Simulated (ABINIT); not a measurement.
Crystal: HfB2.

```xyz
3
Lattice="3.1400 0.0000 0.0000 -1.5700 2.7193 0.0000 0.0000 0.0000 3.4800" Properties=species:S:1:pos:R:3 pbc="T T T"
Hf    0.0000    0.0000    0.0000
B     1.5700    0.9064    1.7400
B     0.0000    1.8129    1.7400
```

Base run:

| Item | Value |
| --- | --- |
| Program | ABINIT 10.8.3 (patched build) |
| Functional | PBE |
| Potentials or basis | JTH PAW PBE v2.0 |
| Cutoff | 517 eV |
| k mesh | 13 × 13 × 10 |
| Occupations | fermi-dirac, width 0.05 eV |
| Spin | no spin polarisation |

Its results: band gap on the k mesh none (metal or under the smearing width); pressure 1.2 GPa.

Question: The run is repeated on the same cell with these changes: functional from PBE to PBEsol; k mesh from 13 × 13 × 10 to 4 × 4 × 3. What comes out?

Answer: Band gap on the k mesh none (metal or under the smearing width); pressure -4.0 GPa.

Several settings changed at once, so the effect can't be laid on one alone.

Caveats: some runs use coarse meshes; the PAW data sets were made with another functional, which shifts forces and pressure a little (some runs).
